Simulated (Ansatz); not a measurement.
Clusters are cut from relaxed bulk Sn (Fd-3m, 36.84 Å³/atom, gap on the mesh 0.00 eV) and relaxed in a periodic box with vacuum; the excess energy counts from that bulk. Caps count from half an H2 molecule.

Level of theory: DFT PBE, scalar-relativistic, plane waves, PAW (Ansatz 0.2.0).

Plane waves to 420 eV, a k mesh through Γ of 1×1×1 on the computed 41-atom cell and Gaussian smearing (0.05 eV); no spin polarisation.

Start (Sn17H24, sphere cut):

```
Sn H
1.0
    17.80000    0.00000    0.00000
     0.00000   18.10000    0.00000
     0.00000    0.00000   20.10000
Sn H
17 24
Cartesian
  8.0682 9.8818 8.3863
  8.0682 9.8818 15.0410
  9.7318 8.2182 6.7227
  9.7318 8.2182 13.3773
  8.0682 6.5545 11.7137
  8.0682 13.2092 11.7137
  9.7318 4.8908 10.0500
  9.7318 11.5455 10.0500
  4.7408 9.8818 11.7137
  11.3955 9.8818 5.0590
  11.3955 9.8818 11.7137
  6.4045 8.2182 10.0500
  13.0592 8.2182 10.0500
  11.3955 6.5545 8.3863
  11.3955 13.2092 8.3863
  6.4045 11.5455 13.3773
  13.0592 11.5455 6.7227
  7.0751 10.8749 7.3933
  9.0612 10.8749 16.0340
  7.0751 8.8888 16.0340
  8.7388 7.2251 5.7296
  10.7249 7.2251 14.3704
  7.0751 5.5615 12.7067
  9.0612 14.2022 12.7067
  7.0751 14.2022 10.7206
  8.7388 3.8978 9.0570
  10.7249 3.8978 11.0430
  3.7478 8.8888 12.7067
  3.7478 10.8749 10.7206
  10.4025 10.8749 4.0660
  12.3885 8.8888 4.0660
  12.3885 10.8749 12.7067
  5.4115 7.2251 9.0570
  14.0522 9.2112 9.0570
  14.0522 7.2251 11.0430
  12.3885 5.5615 7.3933
  10.4025 14.2022 7.3933
  12.3885 14.2022 9.3794
  5.4115 12.5385 14.3704
  14.0522 10.5525 7.7157
  14.0522 12.5385 5.7296
```

Q: Relax it.

A: The free energy falls by 7 meV/atom.

- excess energy (eV per host atom): 0.588
- gap on the mesh (eV): 2.97
- highest filled level or Fermi level under vacuum (eV): 5.84

Relaxed structure:
```
Sn H
1.0
    17.80000    0.00000    0.00000
     0.00000   18.10000    0.00000
     0.00000    0.00000   20.10000
Sn H
17 24
Direct
  0.45907 0.54313 0.42055
  0.45154 0.54575 0.74513
  0.55252 0.45472 0.33858
  0.54358 0.45537 0.66441
  0.45469 0.36406 0.58136
  0.45665 0.72455 0.58288
  0.54506 0.27305 0.49965
  0.55009 0.63571 0.50118
  0.27080 0.54748 0.58113
  0.63911 0.54543 0.25343
  0.63891 0.54244 0.58303
  0.36315 0.45613 0.50145
  0.73125 0.44727 0.50704
  0.64052 0.36215 0.42103
  0.63906 0.72742 0.41822
  0.36189 0.63669 0.66330
  0.72577 0.64866 0.32472
  0.40438 0.59937 0.36977
  0.50692 0.59941 0.79688
  0.39563 0.49153 0.79596
  0.49588 0.39838 0.28964
  0.59925 0.39959 0.71469
  0.39761 0.30908 0.63105
  0.51173 0.78116 0.63237
  0.40324 0.78231 0.53301
  0.48836 0.21897 0.44938
  0.59773 0.21330 0.54816
  0.21135 0.49368 0.62912
  0.21438 0.60211 0.53111
  0.57868 0.59247 0.20095
  0.69646 0.49168 0.20348
  0.69495 0.59732 0.63376
  0.30739 0.40137 0.45038
  0.79686 0.49742 0.46230
  0.78037 0.38936 0.56005
  0.69713 0.30632 0.37177
  0.57913 0.78641 0.37598
  0.69669 0.78254 0.46676
  0.30570 0.69323 0.71230
  0.79640 0.60230 0.36642
  0.76879 0.70958 0.27037
```

Each run keeps its start's symmetry and one magnetic start, so lower states can exist.

The run took 6.2 min on 4 threads of Arm Neoverse V2 (shared host), peak memory 4.2 GiB.